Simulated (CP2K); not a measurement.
# SnTe in CP2K: the effect of functional

SnTe:

```
Te Sn
1.0
     4.45597    0.00000    0.00000
     2.22799    3.85899    0.00000
     2.22799    1.28633    3.63829
Te Sn
1 1
Direct
  0.50000 0.50000 0.50000
  0.00000 0.00000 0.00000
```

Alike in all runs:

```yaml
Program: CP2K 2026.2
Task: band structure
Potentials_or_basis: POTENTIAL_UZH Te GTH-PBE-q6, Sn GTH-PBE-q4; TZVP-MOLOPT-PBE-GTH basis
Density_cutoff: 9184 eV
k_mesh: 7 × 7 × 7
Occupations: fermi-dirac, width 0.05 eV
Spin: no spin polarisation
```

```tsv
functional	pressure (GPa)
LDA	1.9
PBEsol	1.8
optB88-vdW	4.5
vdW-DF-cx	2.8
BEEF-vdW	?
HLE17	1.8
```

What does the run with functional BEEF-vdW give?

Pressure 3.9 GPa.

Caveats: the potentials were made for another functional, which shifts forces and pressure; the basis of atomic orbitals isn't converged, which shifts pressures, moduli and gaps; the potentials were made for a functional far from this one (some runs).

Runs at the PBE level aren't shown here.
